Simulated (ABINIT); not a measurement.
# HfO2 (Fm-3m) in ABINIT: notebook

One crystal, HfO2, is run at these levels: BLYP, AM05, r2SCAN, SCAN; tasks: single point.

Program: ABINIT 10.8.3 (patched build). These are calculated values, not measurements. Logs are shortened: lines on timing, memory, paths and dates and some standing lists are left out, and cuts for length are marked. The log counts tension as positive stress, the text compression.

## 1. The crystal as given

The structure is cubic, space group Fm-3m (No. 225). Conventional cell: a = 5.115 Å, b = 5.115 Å, c = 5.115 Å, α = 90.00°, β = 90.00°, γ = 90.00°. Around Hf (site symmetry m-3m) lie 8 O at 2.21 Å. O (site symmetry -43m) is surrounded by 4 Hf at 2.21 Å.

Measurements of this composition are mostly on another form, of space group No. 14.

## 2. Single point, BLYP

run.abi reads:

```
pp_dirpath "./"
pseudos "Hf.GGA_PBE-JTH.xml, O.GGA_PBE-JTH.xml"

acell 6.8348581746 6.8348581746 6.8348581746
rprim
     0.0000000000     0.7071067812     0.7071067812
     0.7071067812     0.0000000000     0.7071067812
     0.7071067812     0.7071067812     0.0000000000
ntypat 2
znucl 72 8
natom 3
typat 1 2 2
xred
     0.0000000000     0.0000000000     0.0000000000
     0.7500000000     0.7500000000     0.7500000000
     0.2500000000     0.2500000000     0.2500000000

ecut 28.0
pawecutdg 50.0
pawxcdev 0

kptopt 1
ngkpt 9 9 9
nshiftk 1
shiftk 0.0 0.0 0.0

ixc -106131

nband 16
occopt 3
tsmear 0.00183747

nstep 100
tolvrs 1.0e-9

iomode 3
prtwf 0
prtden 0
prteig 0
prtebands 0
enunit 1
```

Potentials or basis: JTH PAW PBE v2.0.

Run with:

```
> abinit run.abi > log 2>&1
```

run.abo:

```text
.Version 10.8.3 of ABINIT
 Symmetries : space group Fm -3 m (#225); Bravais cF (face-center cubic)
================================================================================
 Values of the parameters that define the memory need of the present run
     intxc =       0    ionmov =       0      iscf =      17    lmnmax =      18
     lnmax =       6     mgfft =      36  mpssoang =       3    mqgrid =    3001
     natom =       3  nloc_mem =       2    nspden =       1   nspinor =       1
    nsppol =       1      nsym =      48    n1xccc =       1    ntypat =       2
    occopt =       3   xclevel =       2
       mpw =        1609          nfft =       46656          nkpt =          35
 PAW method is used; the additional fine FFT grid is defined by:
   mgfftf=        45    nfftf =     91125
================================================================================
================================================================================

--------------------------------------------------------------------------------
------------- Echo of variables that govern the present computation ------------
--------------------------------------------------------------------------------
 -outvars: echo values of preprocessed input variables --------
            acell      6.8348581746E+00  6.8348581746E+00  6.8348581746E+00 Bohr
              amu      1.78490000E+02  1.59994000E+01
             ecut      2.80000000E+01 Hartree
           enunit           1
              ixc     -106131
         kptrlatt        9    0    0      0    9    0      0    0    9
          kptrlen      6.15137236E+01
            natom           3
            nband          16
            ngfft          36      36      36
          ngfftdg          45      45      45
             nkpt          35
            nstep         100
             nsym          48
           ntypat           2
           occopt           3
        pawecutdg      5.00000000E+01 Hartree
         pawxcdev           0
           prtden           0
        prtebands           0
           prteig           0
            prtwf           0
            rprim      0.0000000000E+00  7.0710678120E-01  7.0710678120E-01
                       7.0710678120E-01  0.0000000000E+00  7.0710678120E-01
                       7.0710678120E-01  7.0710678120E-01  0.0000000000E+00
          spgroup         225
           tolvrs      1.00000000E-09
           tsmear      1.83747000E-03 Hartree
            typat      1  2  2
           useylm           1
           xangst      0.0000000000E+00  0.0000000000E+00  0.0000000000E+00
                       3.8362499975E+00  3.8362499975E+00  3.8362499975E+00
                       1.2787499992E+00  1.2787499992E+00  1.2787499992E+00
            xcart      0.0000000000E+00  0.0000000000E+00  0.0000000000E+00
                       7.2494618457E+00  7.2494618457E+00  7.2494618457E+00
                       2.4164872819E+00  2.4164872819E+00  2.4164872819E+00
             xred      0.0000000000E+00  0.0000000000E+00  0.0000000000E+00
                       7.5000000000E-01  7.5000000000E-01  7.5000000000E-01
[... 156 lines left out ...]
    1     -0.00000000000000     0.00000000000000     0.00000000000000
    2     -0.00000000000000     0.00000000000000    -0.00000000000000
    3      0.00000000000000    -0.00000000000000     0.00000000000000
 frms,max,avg= 2.5861142E-31 5.0781023E-31   0.000E+00  0.000E+00  0.000E+00 h/b

 cartesian forces (eV/Angstrom) at end:
    1     -0.00000000000000     0.00000000000000     0.00000000000000
    2     -0.00000000000000     0.00000000000000    -0.00000000000000
    3      0.00000000000000    -0.00000000000000     0.00000000000000
 frms,max,avg= 1.3298334E-29 2.6112652E-29   0.000E+00  0.000E+00  0.000E+00 e/A
 length scales=  6.834858174600  6.834858174600  6.834858174600 bohr
              =  3.616851183299  3.616851183299  3.616851183299 angstroms
 Fermi (or HOMO) energy (eV) =   2.54271   Average Vxc (eV)= -11.16527
 Eigenvalues (   eV  ) for nkpt=  35  k points:
 kpt#   1, nband= 16, wtk=  0.00137, kpt=  0.0000  0.0000  0.0000 (reduced coord)
 -61.09171  -29.53312  -29.53312  -29.53312  -18.15043  -15.28879   -4.81682   -4.81682
  -4.81682   -0.28259   -0.28259   -0.28259    4.15018    4.15018    6.19619   10.34758
 prteigrs : prtvol=0 or 1, do not print more k-points.

--- !EnergyTerms
iteration_state     : {dtset: 1, }
comment             : Components of total free energy in Hartree
kinetic             :  2.05738510184902E+01
hartree             :  1.35623030873066E+01
xc                  : -1.48747934870765E+01
Ewald energy        : -6.72333631145653E+01
psp_core            :  1.08440380756537E+01
local_psp           : -2.77986526809676E+01
PAW spherical_terms : -1.75982101324870E+01
internal            : -8.25248272336458E+01
'-kT*entropy'       :  1.87942306218436E-15
total_energy        : -8.25248272336458E+01
total_energy_eV     : -2.24561494873759E+03
...

--- !EnergyTermsDC
iteration_state     : {dtset: 1, }
comment             : '"Double-counting" decomposition of free energy'
band_energy         : -1.45680399208785E+01
Ewald energy        : -6.72333631145653E+01
psp_core            :  1.08440380756537E+01
xc_dc               : -1.69132266883704E+01
PAW spherical_terms :  5.34576395069130E+00
internal            : -8.25248276974692E+01
'-kT*entropy'       :  1.87942306218436E-15
total_energy_dc     : -8.25248276974692E+01
total_energy_dc_eV  : -2.24561496135887E+03
...

--- !EnergyTermsWithPAWCore
iteration_state     : {dtset: 1, }
comment             : 'Components of total free energy, including PAW core contributions'
Total energy        : -1.52302440932580E+04
Total energy DC     : -1.52302440937218E+04
Total energy (eV)   : -4.14436054642214E+05
Total energy DC (eV): -4.14436054654835E+05
...

 Cartesian components of stress tensor (hartree/bohr^3)
  sigma(1 1)= -1.23748666E-05  sigma(3 2)=  0.00000000E+00
  sigma(2 2)= -1.23748666E-05  sigma(3 1)=  0.00000000E+00
  sigma(3 3)= -1.23748666E-05  sigma(2 1)=  0.00000000E+00

-Cartesian components of stress tensor (GPa)         [Pressure=  3.6408E-01 GPa]
- sigma(1 1)= -3.64081144E-01  sigma(3 2)=  0.00000000E+00
- sigma(2 2)= -3.64081144E-01  sigma(3 1)=  0.00000000E+00
- sigma(3 3)= -3.64081144E-01  sigma(2 1)=  0.00000000E+00

== END DATASET(S) ==============================================================
================================================================================

 -outvars: echo values of variables after computation  --------
            acell      6.8348581746E+00  6.8348581746E+00  6.8348581746E+00 Bohr
           etotal     -8.2524827697E+01
            fcart     -1.9949687628E-31  1.2695255763E-31  5.4408238985E-32
                      -3.0831335425E-31  2.3576903560E-31 -5.4408238985E-32
                       5.0781023052E-31 -3.6272159323E-31  0.0000000000E+00
            rprim      0.0000000000E+00  7.0710678120E-01  7.0710678120E-01
                       7.0710678120E-01  0.0000000000E+00  7.0710678120E-01
                       7.0710678120E-01  7.0710678120E-01  0.0000000000E+00
           strten     -1.2374866571E-05 -1.2374866571E-05 -1.2374866571E-05
                       0.0000000000E+00  0.0000000000E+00  0.0000000000E+00
           xangst      0.0000000000E+00  0.0000000000E+00  0.0000000000E+00
                       3.8362499975E+00  3.8362499975E+00  3.8362499975E+00
                       1.2787499992E+00  1.2787499992E+00  1.2787499992E+00
             xred      0.0000000000E+00  0.0000000000E+00  0.0000000000E+00
                       7.5000000000E-01  7.5000000000E-01  7.5000000000E-01
                       2.5000000000E-01  2.5000000000E-01  2.5000000000E-01
 Calculation completed.
```

Wall time 49 s (1 thread of Intel Xeon 6975P-C (Granite Rapids), shared host); peak memory 0.14 GiB.

What came out:

```
Free energy                                           : -2245.6150 eV
Pressure                                              : 0.4 GPa
Band gap on the k mesh                                : 3.90 eV, indirect (least direct gap 4.02 eV)
Valence electrons inside the program's atomic spheres : Hf 9.36; O 4.63
```

Levels at points of the mesh, in eV from the valence-band top:
```
           k point  band 10  band 11  band 12  band 13  band 14  band 15
(0.00, 0.00, 0.00)    -0.54    -0.54    -0.54     3.90     3.90     5.94
```

Caveat: the PAW data sets were made with another functional, which shifts forces and pressure a little; spin-orbit coupling is left out, which moves the levels of the heavy elements; an odd mesh through Γ misses points on the zone boundary, where band edges often lie. Expect the measured gap to be larger: semilocal functionals such as BLYP lack the derivative discontinuity.

## 3. Single point, AM05

Edit run.abi of step 2 so:

```diff
@@ -26,3 +26,3 @@
 
-ixc -106131
+ixc -120135
```

Potentials or basis: JTH PAW PBE v2.0.

Run with:

```
> abinit run.abi > log 2>&1
```

It took 35 s on 1 thread of Intel Xeon 6975P-C (Granite Rapids), shared host; peak memory 0.14 GiB.

The run converged. Its results:

- Free energy: -2243.6753 eV
- Pressure: -13.3 GPa
- Band gap on the k mesh: 3.76 eV, indirect (least direct gap 3.88 eV)
- Valence electrons inside the program's atomic spheres: Hf 9.38; O 4.59

Levels at points of the mesh, in eV from the valence-band top:
```
           k point  band 8  band 9  band 10  band 11  band 12  band 13  band 14  band 15  band 16
(0.00, 0.00, 0.00)   -5.19   -5.19    -0.55    -0.55    -0.55     3.78     3.78     5.65    10.13
```

Caveat: the PAW data sets were made with another functional, which shifts forces and pressure a little; spin-orbit coupling is left out, which moves the levels of the heavy elements; an odd mesh through Γ misses points on the zone boundary, where band edges often lie. As with any semilocal functional, this AM05 gap is likely too small.

## 4. Single point, r2SCAN

Edit run.abi of step 3 so:

```diff
@@ -19,3 +19,2 @@
 pawecutdg 50.0
-pawxcdev 0
 
@@ -26,3 +25,5 @@
 
-ixc -120135
+ixc -497498
+usekden 1
+pawxcdev 0
 
@@ -33,3 +34,3 @@
 nstep 100
-tolvrs 1.0e-9
+tolvrs 1.0e-7
```

Run with:

```
> abinit run.abi > log 2>&1
```

Wall time 1.7 min (1 thread of Intel Xeon 6975P-C (Granite Rapids), shared host); peak memory 0.17 GiB.

Results (log left out):

- Free energy: -1124.6742 eV
- Pressure: -12.2 GPa
- Band gap on the k mesh: 4.34 eV, indirect (least direct gap 4.44 eV)
- Valence electrons inside the program's atomic spheres: Hf 9.31; O 4.63

Levels at points of the mesh, in eV from the valence-band top:
```
           k point  band 9  band 10  band 11  band 12  band 13  band 14  band 15  band 16
(0.00, 0.00, 0.00)   -5.21    -0.57    -0.57    -0.57     4.40     4.40     6.30    10.72
```

Caveat: totals of a meta-GGA on PAW files have another zero than those of a GGA; the PAW data sets were made with another functional, which shifts forces and pressure a little; spin-orbit coupling is left out, which moves the levels of the heavy elements; an odd mesh through Γ misses points on the zone boundary, where band edges often lie. r2SCAN opens gaps a little over a GGA but as a rule still falls short of measured ones.

## 5. Single point, SCAN

Edit run.abi of step 4 so:

```diff
@@ -25,3 +25,3 @@
 
-ixc -497498
+ixc -263267
 usekden 1
```

Potentials or basis: JTH PAW PBE v2.0.

Run with:

```
> abinit run.abi > log 2>&1
```

run.abo:

```text
.Version 10.8.3 of ABINIT
 Symmetries : space group Fm -3 m (#225); Bravais cF (face-center cubic)
================================================================================
 Values of the parameters that define the memory need of the present run
     intxc =       0    ionmov =       0      iscf =      17    lmnmax =      18
     lnmax =       6     mgfft =      36  mpssoang =       3    mqgrid =    3001
     natom =       3  nloc_mem =       2    nspden =       1   nspinor =       1
    nsppol =       1      nsym =      48    n1xccc =       1    ntypat =       2
    occopt =       3   xclevel =       2
       mpw =        1609          nfft =       46656          nkpt =          35
 PAW method is used; the additional fine FFT grid is defined by:
   mgfftf=        45    nfftf =     91125
================================================================================
================================================================================

[... 270 lines left out ...]
================================================================================

 -outvars: echo values of variables after computation  --------
            acell      6.8348581746E+00  6.8348581746E+00  6.8348581746E+00 Bohr
           etotal     -4.2450271285E+01
            fcart      1.0214240065E-28 -1.0214240065E-28 -9.2856727867E-30
                      -2.3214181967E-28  6.4999709507E-29  2.1357047409E-28
                       1.2999941901E-28  3.7142691147E-29 -2.0428480131E-28
            rprim      0.0000000000E+00  7.0710678120E-01  7.0710678120E-01
                       7.0710678120E-01  0.0000000000E+00  7.0710678120E-01
                       7.0710678120E-01  7.0710678120E-01  0.0000000000E+00
           strten      4.8972292496E-04  4.8972292496E-04  4.8972292496E-04
                       0.0000000000E+00  0.0000000000E+00  0.0000000000E+00
           xangst      0.0000000000E+00  0.0000000000E+00  0.0000000000E+00
                       3.8362499975E+00  3.8362499975E+00  3.8362499975E+00
                       1.2787499992E+00  1.2787499992E+00  1.2787499992E+00
             xred      0.0000000000E+00  0.0000000000E+00  0.0000000000E+00
                       7.5000000000E-01  7.5000000000E-01  7.5000000000E-01
                       2.5000000000E-01  2.5000000000E-01  2.5000000000E-01
 Calculation completed.
```

It took 1.7 min on 1 thread of Intel Xeon 6975P-C (Granite Rapids), shared host; peak memory 0.17 GiB.

What came out:

- Free energy: -1155.1307 eV
- Pressure: -14.4 GPa
- Band gap on the k mesh: 4.23 eV, indirect (least direct gap 4.34 eV)
- Valence electrons inside the program's atomic spheres: Hf 9.33; O 4.63

Caveat: totals of a meta-GGA on PAW files have another zero than those of a GGA; the PAW data sets were made with another functional, which shifts forces and pressure a little; spin-orbit coupling is left out, which moves the levels of the heavy elements; an odd mesh through Γ misses points on the zone boundary, where band edges often lie.

## 6. Summary

| level | gap on the mesh (eV) | pressure (GPa) |
| --- | --- | --- |
| BLYP | 3.90 | 0.4 |
| AM05 | 3.76 | -13.3 |
| r2SCAN | 4.34 | -12.2 |
| SCAN | 4.23 | -14.4 |

Alike in all rows: task single point; potentials or basis JTH PAW PBE v2.0; no spin polarisation; cell as given; k mesh 9 × 9 × 9; cutoff (eV) 762; smearing fermi-dirac 0.05 eV.

On the cell as given the gap runs from 3.76 eV (AM05) to 4.34 eV (r2SCAN). The pressure there spans -14.4 GPa (SCAN) to 0.4 GPa (BLYP); a positive pressure means that this level wants a larger cell, a negative one a smaller.

Caveats: the PAW data sets were made with another functional, which shifts forces and pressure a little; spin-orbit coupling is left out, which moves the levels of the heavy elements; an odd mesh through Γ misses points on the zone boundary, where band edges often lie; totals of a meta-GGA on PAW files have another zero than those of a GGA (some runs).

Absolute energies hang on the potentials; compare differences alone.
